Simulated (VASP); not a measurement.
Wanted: the native input for a VASP 6.6.1 run.

* Task: relaxation of cell and atoms
* Functional: PBE
* Potentials or basis: VASP PAW PBE potentials, release 64 (K_sv, Br)
* Cutoff: 600 eV
* k mesh: 5 × 5 × 5
* Occupations: fermi-dirac, width 0.0127 eV
* Spin: non-collinear spin, zero start, spin-orbit coupling
* Starting moments: [[0.0, 0.0, 0.0], [0.0, 0.0, 0.0]] μB
* Dipole correction: no
* Further INCAR settings: ALGO = Normal; EDIFF = 1e-06; IBRION = 2; EDIFFG = -0.01; NSW = 60; ISIF = 3

The structure of KBr lies in POSCAR:

```
KBr
1.0
    0.0000000000      3.3069800000      3.3069800000
    3.3069800000      0.0000000000      3.3069800000
    3.3069800000      3.3069800000      0.0000000000
K Br
1 1
Direct
    0.0000000000      0.0000000000      0.0000000000
    0.5000000000      0.5000000000      0.5000000000
```

The cell was built by a generator and needn't be a form met in nature.

The input as run:

INCAR

```
PREC = Accurate
ENCUT = 600
EDIFF = 1E-6
ISMEAR = -1
SIGMA = 0.0127
LREAL = F
LASPH = T
NELM = 150
ALGO = Normal
ISIF = 3
LWAVE = F
LCHARG = F
MAGMOM = 0 0 0 0 0 0
LORBIT = 11
LSORBIT = T
GGA_COMPAT = F
LORBMOM = T
GGA = PE
IBRION = 2
NSW = 60
EDIFFG = -0.01
```

KPOINTS

```
regular mesh
0
Gamma
  5 5 5
```

Potentials or basis: VASP PAW PBE potentials, release 64 (K_sv, Br).

Run with:

```sh
$ cat potpaw_PBE.64/K_sv/POTCAR potpaw_PBE.64/Br/POTCAR > POTCAR
$ mpirun -np 1 vasp_ncl > vasp.out
```

Results of the run:

| Item | Value |
| --- | --- |
| Relaxed volume | 37.83 Å³/atom |
| Relaxed cell | a = 4.748 Å, b = 4.748 Å, c = 4.748 Å, α = 60.00°, β = 60.00°, γ = 60.00° |
| Space group after relaxing (to 0.05 Å) | Fm-3m (No. 225) |
| Energy gained by relaxing | 3.2 meV/atom |
| Ionic steps | 3 |
| Pressure after relaxing | 0.0 GPa |
| Net moment | 0.00 μB per cell |
| Valence electrons inside the program's atomic spheres | K 7.56; Br 4.89 |

It took 100 s on 1 thread of Intel(R) Xeon(R) 6975P-C (Granite Rapids), on a shared host, peak memory 0.48 GiB.
